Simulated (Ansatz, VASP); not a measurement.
# AlN in VASP and in Ansatz

The input INCAR:

```
ALGO     = Normal         # electronic algorithm
EDIFF    = 1E-6           # SCF threshold, eV
ENCUT    = 520            # plane-wave cutoff, eV
GGA      = CA             # functional
ISIF     = 2              # what is computed and relaxed
ISMEAR   = 0              # smearing method
LASPH    = True           # aspherical terms in the spheres
LCHARG   = False          # write CHGCAR
LREAL    = False          # projectors in reciprocal space
LWAVE    = False          # write WAVECAR
NBANDS   = 16             # bands
NELM     = 80             # most SCF steps
PREC     = Accurate       # precision mode
SIGMA    = 0.05           # smearing width, eV
```

KPOINTS

```
k-points
0
Gamma
  9 9 6
```

File POSCAR:

```
AlN
1.0
    3.0370354175      0.0000000000      0.0000000000
   -1.5185177088      2.6301498238      0.0000000000
    0.0000000000      0.0000000000      4.8610264329
Al N
2 2
Direct
    0.3054891404      0.6666666667      0.0015210182
    0.6945108596      0.3333333333      0.5015210182
    0.3581834940      0.6666666667      0.3834789818
    0.6418165060      0.3333333333      0.8834789818
```

Input for Ansatz:

```yaml
crystal:
  lattice:
    - [3.0370354175, 0.0, 0.0]
    - [-1.5185177088, 2.6301498238, 0.0]
    - [0.0, 0.0, 4.8610264329]
  atoms:
    - { symbol: Al, position: [0.3054891404, 0.6666666667, 0.0015210182] }
    - { symbol: Al, position: [0.6945108596, 0.3333333333, 0.5015210182] }
    - { symbol: "N", position: [0.358183494, 0.6666666667, 0.3834789818] }
    - { symbol: "N", position: [0.641816506, 0.3333333333, 0.8834789818] }
basis:
  ecutwfc: 520.0
kpoints:
  mp_grid: { grid: [9, 9, 6] }
hamiltonian:
  xc: lda
  pseudopotentials: { kind: paw, azcp: { folder: soft_1 } }
scf:
  occupations: { method: gaussian, width: 0.05 }
output:
  forces: true
  stress: true
  eigenvalues: true
  write_density: true
  write_potential: true
  elf: true
  volumetric_format: npy
```

Change from the starting cell: mode 4 frozen in at -0.086 Å, equal normal strain along x, y and z -0.0167.

Alike in both runs: task single point; functional LDA; k mesh 9 × 9 × 6; occupations gaussian, width 0.05 eV; no spin polarisation.

|  | VASP | Ansatz |
| --- | --- | --- |
| version | VASP 6.6.1 | Ansatz 0.2.0 |
| potentials or method | VASP PAW LDA potentials, release 64 (Al, N) | scalar-relativistic, plane waves, PAW |
| plane-wave cutoff (eV) | 520 | 520 |
| valence electrons in the cell | 16 | 16 |

```tsv
	VASP	Ansatz	Ansatz less VASP
gap on the k mesh at the Fermi level (eV)	4.79	4.78	-0.009
least direct gap on the mesh (eV)	4.79	4.78	-0.009
pressure (GPa)	12.3	11.5	-0.81
largest component of the traceless stress (GPa)	0.63	0.60	-0.027
rms of the force components (eV/Å)	0.219	0.219	+0.0001
```

Atom by atom the forces differ by 0.002 eV/Å (rms over components). Ansatz warned: «pseudo_functional_mismatch».

Caveats: an odd mesh through Γ misses points on the zone boundary, where band edges often lie.
